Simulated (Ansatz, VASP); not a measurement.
## Sn: VASP beside Ansatz

```
CELL_PARAMETERS angstrom
-1.89465 1.89465 1.84729
1.89465 -1.89465 1.84729
1.89465 1.89465 -1.84729
ATOMIC_POSITIONS crystal
Sn 0.00000 0.00000 0.00000
```

Change from the starting cell: strain -0.0250 x Voigt [0, 0, 1, 0, 0, 0], atoms carried along.

Alike in both runs: task single point; functional PBEsol; k mesh 18 × 18 × 18; occupations gaussian, width 0.15 eV; no spin polarisation.

|  | VASP | Ansatz |
| --- | --- | --- |
| version | VASP 6.6.1 | Ansatz 0.2.0 |
| potentials or method | VASP PAW PBE potentials, release 64 (Sn_d) | scalar-relativistic, plane waves, PAW |
| plane-wave cutoff (eV) | 520 | 420 |
| valence electrons in the cell | 14 | 14 |

```tsv
	VASP	Ansatz	Ansatz less VASP
gap on the k mesh at the Fermi level (eV)	none	none	-
pressure (GPa)	-0.7	-0.7	+0.02
largest component of the traceless stress (GPa)	0.56	0.56	0.000
```

A gap of «none» marks a metal or a gap that the smearing closes.

Caveats: the PAW data sets were made with another functional, which shifts forces and pressure a little (VASP).
